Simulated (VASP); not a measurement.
# W (Im-3m) in VASP: single point with PBEsol

Aim: the single point of W with PBEsol.

Everything below comes from runs of VASP 6.6.1. Logs are shortened: lines on timing, memory, paths and dates and some standing lists are left out, and cuts for length are marked.

## Step 1: Starting point

The structure is cubic, space group Im-3m (No. 229). Conventional cell: a = 3.157 Å, b = 3.157 Å, c = 3.157 Å, α = 90.00°, β = 90.00°, γ = 90.00°. W (site symmetry m-3m) has 8 W at 2.73 Å as nearest neighbours.

## Step 2: Single point, PBEsol, non-collinear spin, zero start, spin-orbit coupling

The input, INCAR:

```
SYSTEM = W
ALGO = Fast ; EDIFF = 1E-6
ENCUT = 520 ; GGA = PS
GGA_COMPAT = .False. ; ISIF = 2
ISMEAR = 0 ; LASPH = .True.
LCHARG = .False. ; LMAXMIX = 4
LORBIT = 11 ; LREAL = .False.
LSORBIT = .True. ; LWAVE = .False.
MAGMOM = 0 0 0 ; NELM = 60
PREC = Accurate ; SIGMA = 0.1
```

The input, KPOINTS:

```
k-points
0
Gamma
  18 18 18
  0 0 0
```

The input, POSCAR:

```
W
1.0
   -1.5782900000      1.5782900000      1.5782900000
    1.5782900000     -1.5782900000      1.5782900000
    1.5782900000      1.5782900000     -1.5782900000
W
1
Direct
    0.0000000000      0.0000000000      0.0000000000
```

Potentials or basis: VASP PAW PBE potentials, release 64 (W_sv).

Started as:

```bash
$ cat potpaw_PBE.64/W_sv/POTCAR > POTCAR
$ mpirun -np 1 vasp_ncl > vasp.out
```

OUTCAR:

```text
SYSTEM = W
   EDIFF = 1E-6
   ENCUT = 520
   GGA = PS
   ISIF = 2
   ISMEAR = 0
   LASPH = .True.
   LORBIT = 11
   LREAL = .False.
   LSORBIT = .True.
   NELM = 60
   PREC = Accurate

 ion  position               nearest neighbor table
   1  0.000  0.000  0.000-

  LATTYP: Found a body centered cubic cell.
 ALAT       =     3.1565800000

  Lattice vectors:

 A1 = (  -1.5782900000,   1.5782900000,   1.5782900000)
 A2 = (   1.5782900000,  -1.5782900000,   1.5782900000)
 A3 = (   1.5782900000,   1.5782900000,  -1.5782900000)

Analysis of symmetry for initial positions (statically):
=====================================================================
 Subroutine PRICEL returns:
 Original cell was already a primitive cell.

 Routine SETGRP: Setting up the symmetry group for a
 body centered cubic supercell.

 Subroutine GETGRP returns: Found 48 space group operations
 (whereof 48 operations were pure point group operations)
 out of a pool of 48 trial point group operations.

The static configuration has the point symmetry O_h .

Analysis of symmetry for dynamics (positions and initial velocities):
=====================================================================
 Subroutine PRICEL returns:
 Original cell was already a primitive cell.

 Routine SETGRP: Setting up the symmetry group for a
 body centered cubic supercell.

 Subroutine GETGRP returns: Found 48 space group operations
 (whereof 48 operations were pure point group operations)
 out of a pool of 48 trial point group operations.

The dynamic configuration has the point symmetry O_h .

Analysis of structural, dynamic, and magnetic symmetry:
=====================================================================
 Subroutine PRICEL returns:
 Original cell was already a primitive cell.

 Routine SETGRP: Setting up the symmetry group for a
 body centered cubic supercell.

 Subroutine GETGRP returns: Found 48 space group operations
 (whereof 48 operations were pure point group operations)
 out of a pool of 48 trial point group operations.

The overall configuration has the point symmetry O_h .

 Subroutine INISYM returns: Found 48 space group operations
 (whereof 48 operations are pure point group operations),
 and found     1 'primitive' translations

----------------------------------------------------------------------------------------

                                     Primitive cell

  volume of cell :      15.7261

  direct lattice vectors                    reciprocal lattice vectors
    -1.578290000  1.578290000  1.578290000     0.000000000  0.316798560  0.316798560
     1.578290000 -1.578290000  1.578290000     0.316798560  0.000000000  0.316798560
     1.578290000  1.578290000 -1.578290000     0.316798560  0.316798560  0.000000000

  length of vectors
     2.733678469  2.733678469  2.733678469     0.448020821  0.448020821  0.448020821

  position of ions in fractional coordinates (direct lattice)
     0.000000000  0.000000000  0.000000000

  ion indices of the primitive-cell ions
   primitive index   ion index
                 1           1

----------------------------------------------------------------------------------------

 KPOINTS: k-points

Automatic generation of k-mesh.
 Grid dimensions read from file:
 generate k-points for:   18   18   18

 Generating k-lattice:

  Cartesian coordinates                     Fractional coordinates (reciprocal lattice)
     0.000000000  0.017599920  0.017599920     0.055555556  0.000000000  0.000000000
     0.017599920  0.000000000  0.017599920     0.000000000  0.055555556  0.000000000
     0.017599920  0.017599920  0.000000000     0.000000000  0.000000000  0.055555556

  Length of vectors
     0.024890046  0.024890046  0.024890046

  Shift w.r.t. Gamma in fractional coordinates (k-lattice)
     0.000000000  0.000000000  0.000000000

 Subroutine IBZKPT returns following result:
 ===========================================

 Found    195 irreducible k-points:

 Following reciprocal coordinates:
            Coordinates               Weight
  0.000000  0.000000  0.000000      1.000000
  0.055556  0.000000  0.000000     12.000000
  0.111111  0.000000  0.000000     12.000000
  0.166667  0.000000  0.000000     12.000000
  0.222222  0.000000  0.000000     12.000000
  0.277778  0.000000  0.000000     12.000000
[... 16 lines left out ...]
  0.333333  0.111111 -0.000000     48.000000
  0.388889  0.111111  0.000000     48.000000
 [... further k-points ...]
   k-points           NKPTS =    195   k-points in BZ     NKDIM =    195   number of bands    NBANDS=     22
   number of dos      NEDOS =    301   number of ions     NIONS =      1
   total plane-waves  NPLWV =   8000
   dimension x,y,z NGX =    20 NGY =   20 NGZ =   20
   dimension x,y,z NGXF=    40 NGYF=   40 NGZF=   40
   ions per type =               1
   NGX,Y,Z   is equivalent  to a cutoff of  12.16, 12.16, 12.16 a.u.
   NGXF,Y,Z  is equivalent  to a cutoff of  24.33, 24.33, 24.33 a.u.
 SYSTEM =  W
   PREC   = accura    normal or accurate (medium, high low for compatibility)
   ISTART =      0    job   : 0-new  1-cont  2-samecut
   ICHARG =      2    charge: 1-file 2-atom 10-const
   ISPIN  =      1    spin polarized calculation?
   LNONCOLLINEAR =      T non collinear calculations
   LSORBIT =      T    spin-orbit coupling
   LASPH  =      T    aspherical Exc in radial PAW
   ENCUT  =  520.0 eV  38.22 Ry    6.18 a.u.   5.08  5.08  5.08*2*pi/ulx,y,z
   NELM   =     60;   NELMIN=  2; NELMDL= -5     # of ELM steps
   EDIFF  = 0.1E-05   stopping-criterion for ELM
   LREAL  =      F    real-space projection
   EDIFFG = 0.1E-04   stopping-criterion for IOM
   NSW    =      0    number of steps for IOM
   IBRION =     -1    ionic relax: 0-MD 1-quasi-New 2-CG
   NFREE  =      0    steps in history (QN), initial steepest desc. (CG)
   ISIF   =      2    stress and relaxation
   ISYM   =      2    0-nonsym 1-usesym 2-fastsym
   POTIM  = 0.5000    time-step for ionic-motion
   TEBEG  =    0.0;   TEEND  =   0.0 temperature during run
   PSTRESS=    0.0 pullay stress
   NELECT =      14.0000    total number of electrons
   NUPDOWN=      -1.0000    fix difference up-down
   EMIN   =  10.00;   EMAX   =-10.00  energy-range for DOS
   EFERMI =   0.00;   METHOD = LEGACY
   ISMEAR =     0;   SIGMA  =   0.10  broadening in eV -4-tet -1-fermi 0-gaus
   EFERMI_NEDOS =   21; number of points for ismear=-14 and -15
   IALGO  =     68    algorithm
   IMIX   =      4    mixing-type and parameters
     AMIX     =   0.40;   BMIX     =  1.00
     AMIX_MAG =   1.60;   BMIX_MAG =  1.00
  volume/ion in A,a.u.               =      15.73       106.12
  Fermi-wavevector in a.u.,A,eV,Ry     =   1.574868  2.976068 33.745277  2.480208
  Thomas-Fermi vector in A             =   2.675937
   LORBIT       =     11    0 simple, 1 ext, 2 COOP (PROOUT), +10 PAW based schemes
   GGA     = PS    functional components
   LHFCALC =     F    Hartree Fock is set to
   AEXX    =    0.0000 exact exchange contribution
   IVDW    =     0    specifies the selected vdW correction
   LEPSILON=     F    determine dielectric tensor
   LRPA    =     F    only Hartree local field effects (RPA)
 RMM-DIIS sequential band-by-band and
 Gauss-broadening in eV      SIGMA  =   0.10
  energy-cutoff  :      520.00
  volume of cell :       15.73
 maximum number of plane-waves:       872
   NGX = 11   NGY = 11   NGZ = 11

 number of electron      14.0000000 magnetization       0.0000000      0.0000000      0.0000000

 number of electron      14.0000004 magnetization      -0.0000000     -0.0000000     -0.0000000

 number of electron      14.0000004 magnetization       0.0000000     -0.0000000     -0.0000000

 number of electron      14.0000004 magnetization      -0.0000000      0.0000000      0.0000000

 Free energy of the ion-electron system (eV)
  ---------------------------------------------------
  ext. energy  EPLUGINS =         0.00000000
  ---------------------------------------------------
  free energy    TOTEN  =       -14.62611864 eV

  energy without entropy =      -14.62351894  energy(sigma->0) =      -14.62481879

 E-fermi :  11.3526     XC(G=0): -13.8052

 val. band max:       11.3447602836   @ k =  -0.2222   0.2778   0.1111
 cond. band min:      11.3821912990   @ k =  -0.2778   0.3333   0.1667
 fundamental gap:      0.0374310155
 Fermi energy:        11.3525705690

 k-point     1 :       0.0000    0.0000    0.0000
  band No.  band energies     occupation
      1     -62.7536      1.00000
      2     -62.7536      1.00000
      3     -32.3991      1.00000
      4     -32.3991      1.00000
      5     -23.3940      1.00000
      6     -23.3940      1.00000
[... 574 lines left out ...]
      6     -24.5555      1.00000
[... 14 lines left out ...]
     21      22.4302      0.00000
     22      22.4322      0.00000

 [... further k-points ...]

------------------------ aborting loop because EDIFF is reached ----------------------------------------

  FORCE on cell =-STRESS in cart. coord.  units (eV):
  Direction    XX          YY          ZZ          XY          YZ          ZX
  --------------------------------------------------------------------------------------
  -------------------------------------------------------------------------------------
  Total        0.0940512      0.0940512      0.0940512     -0.0000000     -0.0000000     -0.0000000
  in kB        9.5819636      9.5819636      9.5819636     -0.0000000     -0.0000000     -0.0000000
  external PRESSURE =       9.5819636 kB  Pullay stress =       0.0000000 kB

 VOLUME and BASIS-vectors are now :
 -----------------------------------------------------------------------------
  energy-cutoff  :      520.00
  volume of cell :       15.73
      direct lattice vectors                 reciprocal lattice vectors
    -1.578290000  1.578290000  1.578290000     0.000000000  0.316798560  0.316798560
     1.578290000 -1.578290000  1.578290000     0.316798560  0.000000000  0.316798560
     1.578290000  1.578290000 -1.578290000     0.316798560  0.316798560  0.000000000

 POSITION                                       TOTAL-FORCE (eV/Angst)
 -----------------------------------------------------------------------------------
      0.00000      0.00000      0.00000        -0.000000      0.000000     -0.000000
 -----------------------------------------------------------------------------------
    total drift:                                0.000000     -0.000000      0.000000

  FREE ENERGIE OF THE ION-ELECTRON SYSTEM (eV)
  ---------------------------------------------------
  free  energy   TOTEN  =       -14.6261186398 eV

  energy  without entropy=      -14.6235189447  energy(sigma->0) =      -14.62481879

 Spin-Orbit-Coupling matrix elements

 Ion:    1  E_soc:     -1.6352543
 l=   1
     0.0000000    -0.2295139    -0.2295139
    -0.2295139     0.0000000    -0.2295139
    -0.2295139    -0.2295139     0.0000000
 l=   2
     0.0000000    -0.0112265     0.0000000    -0.0112265    -0.0318020
    -0.0112265     0.0000000    -0.0238515    -0.0112265    -0.0079505
     0.0000000    -0.0238515     0.0000000    -0.0238515     0.0000000
    -0.0112265    -0.0112265    -0.0238515     0.0000000    -0.0079505
    -0.0318020    -0.0079505     0.0000000    -0.0079505     0.0000000
 l=   3
     0.0000000     0.0000000     0.0000000     0.0000000     0.0000000     0.0000000     0.0000000
     0.0000000     0.0000000     0.0000000     0.0000000     0.0000000     0.0000000     0.0000000
     0.0000000     0.0000000     0.0000000     0.0000000     0.0000000     0.0000000     0.0000000
     0.0000000     0.0000000     0.0000000     0.0000000     0.0000000     0.0000000     0.0000000
     0.0000000     0.0000000     0.0000000     0.0000000     0.0000000     0.0000000     0.0000000
     0.0000000     0.0000000     0.0000000     0.0000000     0.0000000     0.0000000     0.0000000
     0.0000000     0.0000000     0.0000000     0.0000000     0.0000000     0.0000000     0.0000000

 total charge

# of ion       s       p       d       tot
------------------------------------------
    1        2.406   6.351   3.380  12.137

 magnetization (x)

# of ion       s       p       d       tot
------------------------------------------
    1        0.000   0.000   0.000   0.000

 magnetization (y)

# of ion       s       p       d       tot
------------------------------------------
    1        0.000   0.000   0.000   0.000

 magnetization (z)

# of ion       s       p       d       tot
------------------------------------------
    1        0.000   0.000   0.000   0.000
```

Wall time 1.7 min (1 thread of Intel Xeon Platinum 8375C at 2.90GHz (Ice Lake), shared host); peak memory 0.23 GiB.

What came out:

```
Free energy                                           : -14.6261 eV
Pressure                                              : 1.0 GPa
Net moment                                            : 0.00 μB per cell
Valence electrons inside the program's atomic spheres : W 12.14
```

Moments on the atoms (μB; x, y, z):
```
W   0.00 0.00 0.00
```

Caveat: the PAW data sets were made with another functional, which shifts forces and pressure a little.
